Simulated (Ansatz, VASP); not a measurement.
# K: VASP beside Ansatz

INCAR

```
  ALGO = Normal
  EDIFF = 1E-7
  ENCUT = 520
  GGA = PE
  ISIF = 2
  ISMEAR = -1
  LASPH = True
  LCHARG = False
  LREAL = False
  LWAVE = False
  NBANDS = 10
  NELM = 100
  PREC = Accurate
  SIGMA = 0.05
```

The input KPOINTS:

```
k-points
0
Gamma
  7 7 7
```

POSCAR

```
K
1.0
   -2.6975585167      2.6975585167      2.6975585167
    2.6975585167     -2.6975585167      2.6975585167
    2.6975585167      2.6975585167     -2.6975585167
K
1
Direct
    0.0000000000      0.0000000000      0.0000000000
```

The input input.yaml:

```yaml
crystal:
  lattice:
    - [-2.6975585167, 2.6975585167, 2.6975585167]
    - [2.6975585167, -2.6975585167, 2.6975585167]
    - [2.6975585167, 2.6975585167, -2.6975585167]
  atoms:
    - { symbol: K, position: [0.0, 0.0, 0.0] }
hamiltonian:
  xc: pbe
  pseudopotentials: { kind: paw, azcp: { folder: soft_1 } }
kpoints:
  mp_grid: { grid: [7, 7, 7] }
scf:
  occupations: { method: fermi_dirac, width: 0.05 }
output:
  forces: true
  stress: true
  eigenvalues: true
  write_density: true
  write_potential: true
  elf: true
  volumetric_format: npy
```

Alike in both runs: task single point; functional PBE; k mesh 7 × 7 × 7; occupations fermi-dirac, width 0.05 eV; no spin polarisation.

|  | VASP | Ansatz |
| --- | --- | --- |
| version | VASP 6.6.1 | Ansatz 0.2.0 |
| potentials or method | VASP PAW PBE potentials, release 64 (K_sv) | Ansatz PAW soft_1 |
| plane-wave cutoff (eV) | 520 | 420 |
| valence electrons in the cell | 9 | 9 |

|  | VASP | Ansatz | Ansatz less VASP |
| --- | --- | --- | --- |
| gap on the k mesh at the Fermi level (eV) | none | none | - |
| pressure (GPa) | -0.2 | -0.2 | +0.01 |

A gap of «none» marks a metal or a gap that the smearing closes. With one functional, cell and mesh, what is left measures potentials, basis and numerics.
